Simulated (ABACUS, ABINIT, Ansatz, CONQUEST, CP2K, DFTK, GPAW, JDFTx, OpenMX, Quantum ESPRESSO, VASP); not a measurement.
**One calculation of TiAl, 12 ways**

```
Ti Al
1.0
     2.83730    0.00000    0.00000
     0.00000    2.83730    0.00000
     0.00000    0.00000    4.05910
Ti Al
1 1
Direct
  0.00000 0.00000 0.00000
  0.50000 0.50000 0.50000
```

Alike in all runs: task single point; functional PBE; k mesh 9 × 9 × 7; occupations fermi-dirac, width 0.05 eV; no spin polarisation; no spin-orbit coupling. Pressure is positive in compression and, in plane waves, holds the error of the finite cutoff, which Ansatz's Pulay term estimates and takes out.

```csv
program and potentials,plane-wave cutoff (eV),notes,pressure (GPa)
"VASP, PBE PAW files Al, Ti_sv, 520 eV",520,-,?
"JDFTx, PseudoDojo-SR-PBE-0.5-standard",1143,-,-0.76
"OpenMX, OpenMX 2013 PBE set, Ti7.0-s3p2d2, Al7.0-s2p2d1, grid cutoff 400 Ry",-,atomic basis,-0.77
"CP2K, POTENTIAL_UZH Ti GTH-PBE-q12, Al GTH-PBE-q3; TZVP-MOLOPT-PBE-GTH basis",-,atomic basis,-0.58
"Ansatz, Ansatz PAW (earlier soft set)",420,Pulay term of +0.04 GPa included,-0.67
"ABACUS, PseudoDojo NC SR 0.4.1 PBE standard, plane waves",1143,-,-0.77
"DFTK, PseudoDojo SR PBE 0.4.1 standard (PBE)",1143,-,-0.78
"GPAW, GPAW PAW data sets (gpaw-data 1.2.1)",600,-,-0.80
"ABINIT, JTH PAW PBE v2.0",408,-,-0.56
"CONQUEST, PseudoDojo NC PBE, DZP, grid cutoff 150 Ha",-,atomic basis,0.98
"Ansatz, all-electron LAPW, scalar-relativistic",-,-,-0.69
"Quantum ESPRESSO, SSSP 1.3 efficiency PBE",748,-,-0.65
```

Task: Estimate from the other rows what the run with VASP, PBE PAW files Al, Ti_sv, 520 eV gave.

Result: Pressure -0.70 GPa. The other rows, which needn't bracket it: pressure -0.80 to 0.98.
